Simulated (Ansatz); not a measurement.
Crystal: Te2Mo, a slab with vacuum.

```xyz
3
Lattice="3.5602 0.0000 0.0000 -1.7801 3.0833 0.0000 0.0000 0.0000 17.5241" Properties=species:S:1:pos:R:3 pbc="T T T"
Te    0.0000    2.0555    1.7900
Te    0.0000    2.0555   15.7341
Mo    0.0000    0.0000    0.0000
```

Base run:

| Quantity | Value |
| --- | --- |
| Program | Ansatz 0.2.0 |
| Functional | LDA |
| Potentials or basis | Ansatz PAW |
| Cutoff | 420 eV |
| Density cutoff | 1680 eV |
| k mesh | 9 × 9 × 2 |
| Occupations | fermi-dirac, width 0.05 eV |
| Spin | no spin polarisation |

Its results: band gap on the k mesh 1.04 eV, direct; largest force 0.422 eV/Å.

The run is repeated on the same cell with these changes: functional from LDA to r2SCAN; cutoff from 420 eV to 500 eV; density cutoff from 1680 eV to 2000 eV. What comes out?

Band gap on the k mesh 1.12 eV, direct; largest force 0.007 eV/Å.

Caveats: spin-orbit coupling is left out, which moves the levels of the heavy elements; the PAW data sets come from PBE, with cores solved anew for the run's functional, which leaves a small shift of forces and pressure.

Not every run made on this cell is shown here.
